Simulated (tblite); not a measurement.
# AlAs at GFN1-xTB (tblite): moving one setting at a time

Aim: start from a run with usual settings and see what each changed setting does to the results.

Method: GFN1-xTB (tblite), atoms fixed, no spin polarisation, in tblite 0.8.0.

### Step 1. The system as given

The structure is cubic, space group F-43m (No. 216). The conventional cell has a = 5.678 Å, b = 5.678 Å, c = 5.678 Å, α = 90.00°, β = 90.00°, γ = 90.00°. Around Al (site symmetry -43m) lie 4 As at 2.46 Å. As (site symmetry -43m) is surrounded by 4 Al at 2.46 Å.

Structure file:

```cif
data_structure
_symmetry_space_group_name_H-M 'P 1'
_symmetry_Int_Tables_number 1
_cell_length_a 4.0148
_cell_length_b 4.0148
_cell_length_c 4.0148
_cell_angle_alpha 60.000
_cell_angle_beta 60.000
_cell_angle_gamma 60.000
_cell_volume 45.76
loop_
_atom_site_label
_atom_site_type_symbol
_atom_site_fract_x
_atom_site_fract_y
_atom_site_fract_z
_atom_site_occupancy
Al1 Al 0.00000 0.00000 0.00000 1
As1 As 0.25000 0.25000 0.25000 1
```

### Step 2. The reference run

run.py reads:

```python
import json
from ase import Atoms
from ase.build import make_supercell
from ase.units import Bohr, GPa, Hartree
from tblite.interface import Calculator

atoms = Atoms(['Al', 'As'],
              cell=[[-0.0, 2.838925, 2.838925], [2.838925, 0.0, 2.838925], [2.838925, 2.838925, 0.0]],
              scaled_positions=[[-0.0, 0.0, 0.0], [0.25, 0.25, 0.25]],
              pbc=True)
cluster = make_supercell(atoms, [[-2, 2, 2], [-2, -2, 2], [2, -2, 2]])
calc = Calculator('GFN1-xTB', cluster.numbers, cluster.positions / Bohr, lattice=cluster.cell[:] / Bohr, periodic=cluster.pbc)
calc.set('temperature', 0.02 / Hartree)
calc.set('max-iter', 150)
res = calc.singlepoint()
levels = res.get('orbital-energies') * Hartree
nv = round(res.get('orbital-occupations').sum() / 2)
cells = len(cluster) // len(atoms)
out = {'energy_per_cell': res.get('energy') * Hartree / cells, 'homo': levels[nv - 1], 'lumo': levels[nv],
       'stress': (-res.get('virial') * Hartree / cluster.get_volume() / GPa).tolist(), 'charges': res.get('charges')[:len(atoms)].tolist(), 'electrons': 2 * nv / cells}
json.dump(out, open('results.json', 'w'))
for key, value in out.items():
    print(key, value)
```

Started as:

```console
$ python run.py
```

Log:

```text
------------------------------------------------------------
  cycle        total energy    energy error   density error
------------------------------------------------------------
      1     -118.9858571429  -1.1886634E+02   4.3539472E-01
      2     -116.7515393236   2.2343178E+00   3.7002311E-01
      3     -112.6902020580   4.0613373E+00   3.3453722E-01
      4     -119.5245849355  -6.8343829E+00   2.0862716E-02
      5     -119.5390759978  -1.4491062E-02   5.9270379E-03
      6     -119.5398393886  -7.6339081E-04   1.6779070E-03
      7     -119.5401707735  -3.3138495E-04   4.9235072E-04
      8     -119.5401977355  -2.6961973E-05   1.4099237E-04
      9     -119.5401995514  -1.8158473E-06   3.7164675E-06
     10     -119.5401995522  -8.2168583E-10   2.8302099E-06
------------------------------------------------------------

 total:                                   5.421 sec
energy_per_cell -101.65170360762954
homo -8.122473287020183
lumo -7.557222254064865
stress [[-3.5322051076258036, -1.6525780233895322e-08, 1.6525735393819055e-08], [-1.6525780521994365e-08, -3.532205107625718, 1.6525842103675252e-08], [1.6525734941943836e-08, 1.6525842308437265e-08, -3.5322051076257672]]
charges [-0.053057072343191736, 0.05305022316598368]
electrons 8.0
```

Wall time 6.1 s (1 thread of Arm Neoverse V1, shared host); peak memory 0.14 GiB.

Gap 0.57 eV; pressure -3.5 GPa. The 64 atoms of the cluster fold only a few k-points onto the zone centre, so gap and energy may not be converged in the cluster's size.

### Step 3. Change: mixer-damping = 0.1

run.py: that of step 2 with these lines changed.

```diff
@@ -14,2 +14,3 @@
 calc.set('max-iter', 150)
+calc.set('mixer-damping', 0.1)
 res = calc.singlepoint()
```

Started as:

```console
$ python run.py
```

Log:

```text
------------------------------------------------------------
  cycle        total energy    energy error   density error
------------------------------------------------------------
      1     -118.9858571429  -1.1886634E+02   4.3539472E-01
      2     -119.5236148816  -5.3775774E-01   3.9731319E-01
      3     -119.5073228259   1.6292056E-02   2.8615688E-01
      4     -119.5397424098  -3.2419584E-02   3.7878641E-03
      5     -119.5401992205  -4.5681071E-04   4.1547067E-04
      6     -119.5401974037   1.8167380E-06   3.2661469E-04
      7     -119.5401995509  -2.1471883E-06   6.1769790E-06
      8     -119.5401995523  -1.3412773E-09   2.9830008E-06
------------------------------------------------------------

 total:                                   5.144 sec
energy_per_cell -101.6517036076988
homo -8.12247185044463
lumo -7.557228892620311
stress [[-3.5322110473513058, -1.6519790965331035e-08, 1.6519343949231344e-08], [-1.6519791046839934e-08, -3.532211047351209, 1.651934035012291e-08], [1.6519343931195085e-08, 1.651934059620061e-08, -3.5322110473512858]]
charges [-0.05307242221686853, 0.05305774954539877]
electrons 8.0
```

It took 5.8 s on 1 thread of Arm Neoverse V1, shared host; peak memory 0.14 GiB.

Against the reference run the gap moves by 0.00 eV and the energy by 0.0 meV/atom.

### Step 4. Change: mixer-damping = 0.7

run.py: that of step 3 with these lines changed.

```diff
@@ -14,3 +14,3 @@
 calc.set('max-iter', 150)
-calc.set('mixer-damping', 0.1)
+calc.set('mixer-damping', 0.7)
 res = calc.singlepoint()
```

Started as:

```console
$ python run.py
```

Log:

```text
------------------------------------------------------------
  cycle        total energy    energy error   density error
------------------------------------------------------------
      1     -118.9858571429  -1.1886634E+02   4.3539472E-01
      2     -107.6975233898   1.1288334E+01   4.7766504E-01
      3     -92.47726829383   1.5220255E+01   6.3253096E-01
      4     -119.5398123765  -2.7062544E+01   1.9347464E-02
      5     -119.5394806830   3.3169351E-04   9.3335435E-03
      6     -119.5336377587   5.8429242E-03   6.7950359E-03
      7     -119.5401965239  -6.5587652E-03   5.5900082E-04
      8     -119.5401648758   3.1648072E-05   6.4014833E-04
      9     -119.5401990173  -3.4141419E-05   8.7346582E-05
     10     -119.5401995079  -4.9063321E-07   3.1618201E-05
     11     -119.5401994956   1.2265915E-08   2.1391528E-05
     12     -119.5401995519  -5.6298958E-08   2.1082890E-06
------------------------------------------------------------

 total:                                   5.473 sec
energy_per_cell -101.65170360741645
homo -8.122472435273483
lumo -7.557225064447273
stress [[-3.5322078389674743, -1.65372394731576e-08, 1.6537235442595844e-08], [-1.6537239637345423e-08, -3.532207838968811, 1.653748820229143e-08], [1.6537235569172994e-08, 1.653748832441675e-08, -3.532207838968879]]
charges [-0.05305610174922454, 0.053052677807111814]
electrons 8.0
```

It took 6.1 s on 1 thread of Arm Neoverse V1, shared host; peak memory 0.14 GiB.

Against the reference run the gap moves by 0.00 eV and the energy by 0.0 meV/atom.

### Step 5. Change: temperature = 0.1

run.py: that of step 4 with these lines changed.

```diff
@@ -12,5 +12,4 @@
 calc = Calculator('GFN1-xTB', cluster.numbers, cluster.positions / Bohr, lattice=cluster.cell[:] / Bohr, periodic=cluster.pbc)
-calc.set('temperature', 0.02 / Hartree)
+calc.set('temperature', 0.1 / Hartree)
 calc.set('max-iter', 150)
-calc.set('mixer-damping', 0.7)
 res = calc.singlepoint()
```

Started as:

```console
$ python run.py
```

Log:

```text
------------------------------------------------------------
  cycle        total energy    energy error   density error
------------------------------------------------------------
      1     -118.8608395623  -1.1874133E+02   4.2404895E-01
      2     -115.8792982936   2.9815413E+00   3.9610639E-01
      3     -115.7479973974   1.3130090E-01   2.7422917E-01
      4     -119.5363584930  -3.7883611E+00   1.1924030E-02
      5     -119.5414594401  -5.1009471E-03   2.7128475E-03
      6     -119.5410827723   3.7666777E-04   2.0014473E-03
      7     -119.5416218987  -5.3912634E-04   3.5846169E-04
      8     -119.5416264432  -4.5444840E-06   1.5742691E-04
      9     -119.5416287023  -2.2591786E-06   4.0418628E-06
     10     -119.5416287033  -9.2695984E-10   1.6786689E-06
------------------------------------------------------------

 total:                                   5.330 sec
energy_per_cell -101.6529188945617
homo -8.124161122132218
lumo -7.549643771908167
stress [[-3.2565367381822226, -1.7640389554418288e-08, 1.7640384276319715e-08], [-1.764039009042805e-08, -3.2565367381823207, 1.7640470356353364e-08], [1.7640383989716654e-08, 1.7640470623092916e-08, -3.2565367381824175]]
charges [-0.053604508756943, 0.053599976877746924]
electrons 8.0
```

It took 6 s on 1 thread of Arm Neoverse V1, shared host; peak memory 0.14 GiB.

Against the reference run the gap moves by +0.01 eV and the energy by -0.6 meV/atom.

### Step 6. Change: accuracy = 1000.0

run.py: that of step 5 with these lines changed.

```diff
@@ -12,4 +12,5 @@
 calc = Calculator('GFN1-xTB', cluster.numbers, cluster.positions / Bohr, lattice=cluster.cell[:] / Bohr, periodic=cluster.pbc)
-calc.set('temperature', 0.1 / Hartree)
+calc.set('temperature', 0.02 / Hartree)
 calc.set('max-iter', 150)
+calc.set('accuracy', 1000.0)
 res = calc.singlepoint()
```

Started as:

```console
$ python run.py
```

Log:

```text
[... start of the log left out ...]
------------------------------------------------------------
  cycle        total energy    energy error   density error
------------------------------------------------------------
      1    -0.1195125684929   0.0000000E+00        Infinity
------------------------------------------------------------

tblite.exceptions.TBLiteRuntimeError: (sygvd) failed to solve eigenvalue problem. info=225
```

Run time: 1.1 s. Hardware: 1 thread of Arm Neoverse V1, shared host; peak memory 0.13 GiB.

The program failed.

### Step 7. Change: cluster = 1x1x1

run.py: that of step 6 with these lines changed.

```diff
@@ -10,3 +10,3 @@
               pbc=True)
-cluster = make_supercell(atoms, [[-2, 2, 2], [-2, -2, 2], [2, -2, 2]])
+cluster = make_supercell(atoms, [[-1, 1, 1], [-1, -1, 1], [1, -1, 1]])
 calc = Calculator('GFN1-xTB', cluster.numbers, cluster.positions / Bohr, lattice=cluster.cell[:] / Bohr, periodic=cluster.pbc)
@@ -14,3 +14,2 @@
 calc.set('max-iter', 150)
-calc.set('accuracy', 1000.0)
 res = calc.singlepoint()
```

Started as:

```console
$ python run.py
```

Log:

```text
------------------------------------------------------------
  cycle        total energy    energy error   density error
------------------------------------------------------------
      1     -14.47853074651  -1.4463592E+01   5.0435755E-01
      2     -14.04402812677   4.3450262E-01   3.2958133E-01
      3     -13.99953365819   4.4494469E-02   4.4244131E-01
      4     -14.59339452132  -5.9386086E-01   1.2195967E-01
      5     -14.60942266571  -1.6028144E-02   9.5983969E-02
      6     -14.39138448976   2.1803818E-01   3.0469203E-01
      7     -14.39982737353  -8.4428838E-03   2.8532903E-01
      8     -14.61005344549  -2.1022607E-01   9.4566751E-02
      9     -14.60256149513   7.4919504E-03   1.1047889E-01
     10     -14.62740745096  -2.4845956E-02   4.8705931E-02
     11     -14.63228792960  -4.8804786E-03   2.5636682E-02
     12     -14.63259521982  -3.0729022E-04   2.3410436E-02
     13     -14.63413364693  -1.5384271E-03   4.9423113E-03
     14     -14.63414806956  -1.4422630E-05   4.4397720E-03
     15     -14.63420441781  -5.6348252E-05   6.8496756E-04
     16     -14.63420385326   5.6454260E-07   8.1297709E-04
     17     -14.63420575171  -1.8984476E-06   1.0779280E-04
     18     -14.63420578561  -3.3900074E-08   7.2362214E-06
------------------------------------------------------------

 total:                                   0.589 sec
energy_per_cell -99.55425569808268
homo -8.086990899649797
lumo -8.086990899649727
stress [[18.378364301570798, 2.4729879178716678e-08, -2.472210574602561e-08], [2.4729879498219997e-08, 18.37836430157091, -2.473530926954503e-08], [-2.4722105414829825e-08, -2.4735309511935797e-08, 18.378364301572564]]
charges [-0.00920192553099377, 0.009202095425950463]
electrons 8.0
```

It took 1.2 s on 1 thread of Arm Neoverse V1, shared host; peak memory 0.095 GiB.

Against the reference run the gap moves by -0.57 eV and the energy by +1048.7 meV/atom. One cell at the zone centre alone can't describe the crystal.

### Step 8. What moved

| change | ends | gap (eV) | energy (meV/atom) | pressure (GPa) | time |
| --- | --- | --- | --- | --- | --- |
| none | converged | 0.57 | 0 | -3.5 | 6.1 s |
| mixer-damping = 0.1 | converged | 0.00 | 0.0 | 0.0 | 5.8 s |
| mixer-damping = 0.7 | converged | 0.00 | 0.0 | 0.0 | 6.1 s |
| temperature = 0.1 | converged | +0.01 | -0.6 | +0.3 | 6 s |
| accuracy = 1000.0 | crashed | – | – | – | 1.1 s |
| cluster = 1x1x1 | converged | -0.57 | +1048.7 | +21.9 | 1.2 s |

The first row holds values, the others changes from it. Keys are the program's: temperature in eV (tblite) or K (CP2K), cutoffs in Ry, CUTOFP in Å. Among the numerical settings, cluster = 1x1x1 moves the energy most (+1048.7 meV/atom). 1 of the 5 changes gave no result. The changed runs test settings; they are no properties of the crystal.
